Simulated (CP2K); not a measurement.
The system is TiC.

```
Ti C
1.0
     3.06279    0.00000    0.00000
     1.53139    2.65245    0.00000
     1.53139    0.88415    2.50076
Ti C
1 1
Direct
  0.00000 0.00000 0.00000
  0.50000 0.50000 0.50000
```

The cell is a database's computed one.

Base run:

| Item | Value |
| --- | --- |
| Program | CP2K 2026.2 |
| Functional | r2SCAN |
| Dispersion | D3(BJ) |
| Potentials or basis | POTENTIAL_UZH Ti GTH-SCAN-q12, C GTH-SCAN-q4; TZVP-MOLOPT-SCAN-GTH basis |
| Density cutoff | 9184 eV |
| k mesh | 11 × 11 × 11 |
| Occupations | fermi-dirac, width 0.05 eV |
| Spin | no spin polarisation |

Its results: band gap on the k mesh none (metal or under the smearing width); pressure -3.0 GPa.

Problem. The run is repeated on the same cell with these changes: dispersion from D3(BJ) to none. What comes out?

Solution. Band gap on the k mesh none (metal or under the smearing width); pressure 0.4 GPa.

Dispersion adds attraction, which lowers the pressure at fixed volume and, as a term added to the energy, leaves the levels alone.

Caveats: the basis of atomic orbitals isn't converged, which shifts pressures, moduli and gaps; pairwise dispersion overbinds metals, which lowers pressure and volume (some runs).
